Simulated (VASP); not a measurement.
# KCl in VASP: further runs, part 2 of 2

VASP 6.6.1. Earlier steps stand in the parts before.

**5. Single point, PBEsol**

This run uses another cell than the first one, of 30.87 Å³/atom.

The input, INCAR:

```
PREC     = Accurate       # precision mode
ENCUT    = 520            # plane-wave cutoff, eV
EDIFF    = 1E-6           # SCF threshold, eV
ISMEAR   = 0              # smearing method
SIGMA    = 0.01           # smearing width, eV
LREAL    = False          # projectors in reciprocal space
LASPH    = True           # aspherical terms in the spheres
NELM     = 100            # most SCF steps
ALGO     = Normal         # electronic algorithm
ISIF     = 2              # what is computed and relaxed
LWAVE    = False          # write WAVECAR
LCHARG   = False          # write CHGCAR
GGA      = PS             # functional
NBANDS   = 15             # bands
```

The input, KPOINTS:

```
Automatic mesh
0
Gamma
  8 8 8
```

The input, POSCAR:

```
KCl
1.0
    0.0000000000      3.1368844554      3.1368844554
    3.1368844554      0.0000000000      3.1368844554
    3.1368844554      3.1368844554      0.0000000000
K Cl
1 1
Direct
    0.0000000000      0.0000000000      0.0000000000
    0.5000000000      0.5000000000      0.5000000000
```

Potentials or basis: VASP PAW PBE potentials, release 64 (K_sv, Cl).

On the command line:

```
$ cat potpaw_PBE.64/K_sv/POTCAR potpaw_PBE.64/Cl/POTCAR > POTCAR
$ mpirun -np 1 vasp_std > vasp.out
```

OUTCAR:

```text
PREC = Accurate
   ENCUT = 520
   EDIFF = 1E-6
   ISMEAR = 0
   LREAL = False
   LASPH = True
   NELM = 100
   ISIF = 2
   GGA = PS

 ion  position               nearest neighbor table
   1  0.000  0.000  0.000-   2 3.14   2 3.14   2 3.14   2 3.14   2 3.14   2 3.14
   2  0.500  0.500  0.500-   1 3.14   1 3.14   1 3.14   1 3.14   1 3.14   1 3.14

  LATTYP: Found a face centered cubic cell.
 ALAT       =     6.2737689108

  Lattice vectors:

 A1 = (   0.0000000000,   3.1368844554,   3.1368844554)
 A2 = (   3.1368844554,   0.0000000000,   3.1368844554)
 A3 = (   3.1368844554,   3.1368844554,   0.0000000000)

Analysis of symmetry for initial positions (statically):
=====================================================================
 Subroutine PRICEL returns:
 Original cell was already a primitive cell.

 Routine SETGRP: Setting up the symmetry group for a
 face centered cubic supercell.

 Subroutine GETGRP returns: Found 48 space group operations
 (whereof 48 operations were pure point group operations)
 out of a pool of 48 trial point group operations.

The static configuration has the point symmetry O_h .

Analysis of symmetry for dynamics (positions and initial velocities):
[... 178 lines left out ...]
     10       6.4285      0.00000
     11       6.4285      0.00000
     12       6.4285      0.00000
     13       7.3198      0.00000
     14       7.3198      0.00000
[... 401 lines left out ...]
      2     -14.0673      2.00000
      3     -12.4773      2.00000
      4     -12.4539      2.00000
      5     -12.2681      2.00000
      6      -2.7477      2.00000
      7      -2.2890      2.00000
      8      -2.2163      2.00000
      9       5.8560      0.00000
     10       6.3768      0.00000
     11       8.1502      0.00000
     12       8.2489      0.00000
     13       9.0544      0.00000
     14       9.9207      0.00000
     15       9.9670      0.00000

 [... further k-points ...]

------------------------ aborting loop because EDIFF is reached ----------------------------------------

  FORCE on cell =-STRESS in cart. coord.  units (eV):
  Direction    XX          YY          ZZ          XY          YZ          ZX
  --------------------------------------------------------------------------------------
  -------------------------------------------------------------------------------------
  Total       -0.0835966     -0.0835966     -0.0835966      0.0000000      0.0000000      0.0000000
  in kB       -2.1695700     -2.1695700     -2.1695700      0.0000000      0.0000000      0.0000000
  external PRESSURE =      -2.1695700 kB  Pullay stress =       0.0000000 kB

 VOLUME and BASIS-vectors are now :
 -----------------------------------------------------------------------------
  energy-cutoff  :      520.00
  volume of cell :       61.73
      direct lattice vectors                 reciprocal lattice vectors
     0.000000000  3.136884455  3.136884455    -0.159393821  0.159393821  0.159393821
     3.136884455  0.000000000  3.136884455     0.159393821 -0.159393821  0.159393821
     3.136884455  3.136884455  0.000000000     0.159393821  0.159393821 -0.159393821

 POSITION                                       TOTAL-FORCE (eV/Angst)
 -----------------------------------------------------------------------------------
      0.00000      0.00000      0.00000        -0.000000     -0.000000     -0.000000
      3.13688      3.13688      3.13688         0.000000      0.000000      0.000000
 -----------------------------------------------------------------------------------
    total drift:                                0.000000      0.000000      0.000000

  FREE ENERGIE OF THE ION-ELECTRON SYSTEM (eV)
  ---------------------------------------------------
  free  energy   TOTEN  =        -7.0229426174 eV

  energy  without entropy=       -7.0229426174  energy(sigma->0) =       -7.02294262
```

OSZICAR:

```text
N       E                     dE             d eps       ncg     rms          rms(c)
DAV:   1     0.104318731416E+03    0.10432E+03   -0.71341E+03   870   0.956E+02
DAV:   2    -0.993040678695E+00   -0.10531E+03   -0.96227E+02  1108   0.240E+02
DAV:   3    -0.705478284625E+01   -0.60617E+01   -0.60311E+01  1214   0.519E+01
DAV:   4    -0.726847479821E+01   -0.21369E+00   -0.21362E+00  1299   0.881E+00
DAV:   5    -0.727023379173E+01   -0.17590E-02   -0.17590E-02  1242   0.895E-01    0.326E+00
DAV:   6    -0.702552684541E+01    0.24471E+00   -0.34629E-01  1087   0.316E+00    0.267E+00
DAV:   7    -0.701194202755E+01    0.13585E-01   -0.80896E-02  1178   0.169E+00    0.154E+00
DAV:   8    -0.702186923329E+01   -0.99272E-02   -0.15362E-02  1111   0.904E-01    0.190E-01
DAV:   9    -0.702239294381E+01   -0.52371E-03   -0.79377E-04  1137   0.179E-01    0.940E-02
DAV:  10    -0.702293210022E+01   -0.53916E-03   -0.54471E-04   933   0.143E-01    0.266E-02
DAV:  11    -0.702293958296E+01   -0.74827E-05   -0.23353E-05  1239   0.281E-02    0.155E-02
DAV:  12    -0.702294259289E+01   -0.30099E-05   -0.69736E-06   982   0.148E-02    0.684E-03
DAV:  13    -0.702294261744E+01   -0.24547E-07   -0.57185E-07   800   0.506E-03
   1 F= -.70229426E+01 E0= -.70229426E+01  d E =-.570338E-16
```

Wall time 18 s (1 thread of AMD EPYC 9R45 (Zen 5), shared host); peak memory 0.18 GiB.

What came out:

- Free energy: -7.0229 eV
- Pressure: -0.2 GPa
- Band gap on the k mesh: 5.05 eV

Levels at points of the mesh, in eV from the valence-band top:
```tsv
k point	band 6	band 7	band 8	band 9	band 10	band 11
(0.00, 0.00, 0.00)	0.00	0.00	0.00	5.05	8.30	8.30
(0.50, 0.00, 0.00)	-1.10	-0.34	-0.34	7.45	8.52	10.51
(0.50, 0.50, 0.00)	-0.68	-0.23	-0.23	6.39	8.27	9.96
```

Caveat: the PAW data sets were made with another functional, which shifts forces and pressure a little.

**6. Single point, PBEsol (z stretched by -0.5 %, x and y held)**

The input, INCAR:

```
SYSTEM = KCl
PREC = Accurate
ENCUT = 520
EDIFF = 1E-6
ISMEAR = 0
SIGMA = 0.01
LREAL = .FALSE.
LASPH = .TRUE.
NELM = 60
ALGO = Normal
ISIF = 2
LWAVE = .FALSE.
LCHARG = .FALSE.
GGA = PS
NBANDS = 15
```

The input, KPOINTS:

```
Automatic mesh
0
G
  8 8 8
  0 0 0
```

The input, POSCAR:

```
KCl
1.0
    0.0000000000      3.1212780651      3.1056716748
    3.1212780651      0.0000000000      3.1056716748
    3.1212780651      3.1212780651      0.0000000000
K Cl
1 1
Direct
    0.0000000000      0.0000000000      0.0000000000
    0.5000000000      0.5000000000      0.5000000000
```

Potentials or basis: VASP PAW PBE potentials, release 64 (K_sv, Cl).

On the command line:

```
$ cat potpaw_PBE.64/K_sv/POTCAR potpaw_PBE.64/Cl/POTCAR > POTCAR
$ mpirun -np 1 vasp_std > vasp.out
```

Wall time 36 s (1 thread of AMD EPYC 9R45 (Zen 5), shared host); peak memory 0.2 GiB.

It converged, with:

- Free energy: -7.0228 eV
- Pressure: 0.2 GPa
- Band gap on the k mesh: 5.11 eV

Stress tensor (GPa, compression positive):
```
0.09 0.00 0.00
0.00 0.09 0.00
0.00 0.00 0.28
```

Levels at points of the mesh, in eV from the valence-band top:
```
           k point  band 5  band 6  band 7  band 8  band 9  band 10  band 11  band 12
(0.00, 0.00, 0.00)  -10.50    0.00    0.00    0.00    5.11     8.29     8.29     8.32
(0.50, 0.00, 0.00)  -10.25   -1.14   -0.36   -0.36    7.50     8.60    10.57    10.57
(0.50, 0.50, 0.00)  -10.57   -0.69   -0.24   -0.24    6.36     8.36    10.09    10.25
(0.50, 0.00, 0.50)  -10.57   -0.70   -0.24   -0.23    6.37     8.35    10.06    10.23
```

Caveat: the cell differs from its parent crystal (z stretched by -0.5 %, x and y held); the PAW data sets were made with another functional, which shifts forces and pressure a little.

**7. The runs side by side**

| cell | gap on the mesh (eV) | pressure (GPa) |
| --- | --- | --- |
| a = 4.392 Å, angles 60.0°, 2 atoms | 5.15 | 0.3 |
| a = 4.414 Å, angles 60.0°, 2 atoms | 5.10 | 0.1 |
| a = 4.436 Å, angles 60.0°, 2 atoms | 5.05 | -0.2 |
| a = 4.403, b = 4.403, c = 4.414 Å, angles 59.9, 59.9, 60.2°, 2 atoms | 5.11 | 0.2 |

Alike in all rows: task single point; level PBEsol; potentials or basis VASP PAW PBE potentials, release 64 (K_sv, Cl); no spin polarisation; k mesh 8 × 8 × 8; cutoff (eV) 520; smearing gaussian 0.01 eV.

Caveats: the PAW data sets were made with another functional, which shifts forces and pressure a little.

Absolute energies hang on the potentials; compare differences alone.

**8. Comparison with measurements**

Step 2. Against the measured gap of KCl, 8.68 eV (a printed reference work, monograph), the calculated 5.15 eV is off by -3.53 eV. The value is that of PBEsol on a finite k mesh, which can miss the band edges, without temperature or zero-point motion. Semilocal functionals fall short of measured gaps as a rule.

Step 3. A measured gap of KCl is 8.68 eV (a printed reference work, monograph); the calculated 5.10 eV misses it by -3.58 eV. The value is that of PBEsol on a finite k mesh, which can miss the band edges, without temperature or zero-point motion. Semilocal functionals fall short of measured gaps as a rule.

Step 5. Against the measured gap of KCl, 8.68 eV (a printed reference work, monograph), the calculated 5.05 eV is off by -3.63 eV. The value is that of PBEsol on a finite k mesh, which can miss the band edges, without temperature or zero-point motion. Semilocal functionals fall short of measured gaps as a rule.
